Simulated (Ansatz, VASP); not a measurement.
## ScAl3: VASP beside Ansatz

INCAR

```
  PREC = Accurate
  ENCUT = 600
  EDIFF = 1E-7
  ISMEAR = 0
  SIGMA = 0.1
  LREAL = False
  LASPH = True
  NELM = 100
  ALGO = Normal
  ISIF = 3
  LWAVE = False
  LCHARG = False
  GGA = PE
  IBRION = 2
  NSW = 100
  EDIFFG = -0.005
```

The input KPOINTS:

```
Automatic mesh
0
Gamma
  10 10 10
```

The input POSCAR:

```
ScAl3
1.0
    4.0878065700      0.0000000000      0.0000000000
    0.0000000000      4.0878065700      0.0000000000
    0.0000000000      0.0000000000      4.0878065700
Sc Al
1 3
Direct
    0.0000000000      0.0000000000      0.0000000000
    0.5000000000      0.0000000000      0.5000000000
    0.0000000000      0.5000000000      0.5000000000
    0.5000000000      0.5000000000      0.0000000000
```

Input for Ansatz:

```yaml
crystal:
  lattice:
    - [4.08780657, 0.0, 0.0]
    - [0.0, 4.08780657, 0.0]
    - [0.0, 0.0, 4.08780657]
  atoms:
    - { symbol: Sc, position: [0.0, 0.0, 0.0] }
    - { symbol: Al, position: [0.5, 0.0, 0.5] }
    - { symbol: Al, position: [0.0, 0.5, 0.5] }
    - { symbol: Al, position: [0.5, 0.5, 0.0] }
basis:
  ecutwfc: 420
kpoints:
  mp_grid: { grid: [10, 10, 10] }
hamiltonian:
  xc: pbe
scf:
  occupations: { method: gaussian, width: 0.1 }
output:
  forces: true
  stress: true
  eigenvalues: true
relax:
  adjacent_minimum: "off"
  f_tol: 0.005
  max_steps: 80
  cell: { stress_tol: 0.05 }
```

The cell is a database's computed one.

Alike in both runs: task relaxation of cell and atoms; functional PBE; k mesh 10 × 10 × 10; occupations gaussian, width 0.1 eV; no spin polarisation.

|  | VASP | Ansatz |
| --- | --- | --- |
| version | VASP 6.6.1 | Ansatz 0.2.0 |
| potentials or method | VASP PAW PBE potentials, release 64 (Sc_sv, Al) | scalar-relativistic, plane waves, PAW |
| plane-wave cutoff (eV) | 600 | 420 |
| valence electrons in the cell | 20 | 20 |

Ansatz gave:

* gap on the k mesh at the Fermi level, each at its own relaxed structure (eV): none
* relaxed volume (Å³/atom): 17.30
* relaxed cell length with the largest relative difference (Å): 4.105

**Question.** What did VASP give for the same quantities?

**Answer.** gap on the k mesh at the Fermi level, each at its own relaxed structure (eV): none; relaxed volume (Å³/atom): 17.30; relaxed cell length with the largest relative difference (Å): 4.106.

A gap of «none» marks a metal or a gap that the smearing closes.
